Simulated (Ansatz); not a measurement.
Here is an Ansatz 0.2.0 calculation.

Contents of input.yaml:

```yaml
crystal:
  lattice:
    - [0.0, 2.72525, 2.72525]
    - [2.72525, 0.0, 2.72525]
    - [2.72525, 2.72525, 0.0]
  atoms:
    - { symbol: Ga, position: [0.0, 0.0, 0.0] }
    - { symbol: P, position: [0.75, 0.75, 0.75] }
hamiltonian:
  xc: pbe
  pseudopotentials: { kind: paw }
kpoints:
  mp_grid: { grid: [8, 8, 8] }
scf:
  occupations: { method: gaussian, width: 0.016 }
output:
  forces: true
  stress: true
  eigenvalues: true
  write_density: true
  write_potential: true
  elf: true
  volumetric_format: npy
```

Potentials or basis: Ansatz PAW.

Run with:

```console
$ ansatz run input.yaml --threads 2 --pin off --max-ram 5632MiB --backend cpu --events-out ev --progress --plain --runs-dir out
```

(1) Predict the band gap on the k mesh.

(2) Predict the pressure.

Results:

(1) 1.64 eV, indirect (least direct gap 1.83 eV).

(2) 2.5 GPa.

**The experiment to reproduce.**

“Stacking defects in GaP nanowires: Electronic structure and optical properties”, 2018, arxiv:1810.01194 quotes, for a bulk crystal of GaP at 10 K: band gap 2.34 eV (indirect).

Against the measured gap of GaP, 2.34 eV (indirect; 10 K; quoted in “Stacking defects in GaP nanowires: Electronic structure and optical properties”, 2018, arxiv:1810.01194), the calculated 1.64 eV is off by -0.70 eV. Spin-orbit coupling on Ga is left out. The value is that of PBE on a finite k mesh, which can miss the band edges, without temperature or zero-point motion. Semilocal functionals fall short of measured gaps as a rule.
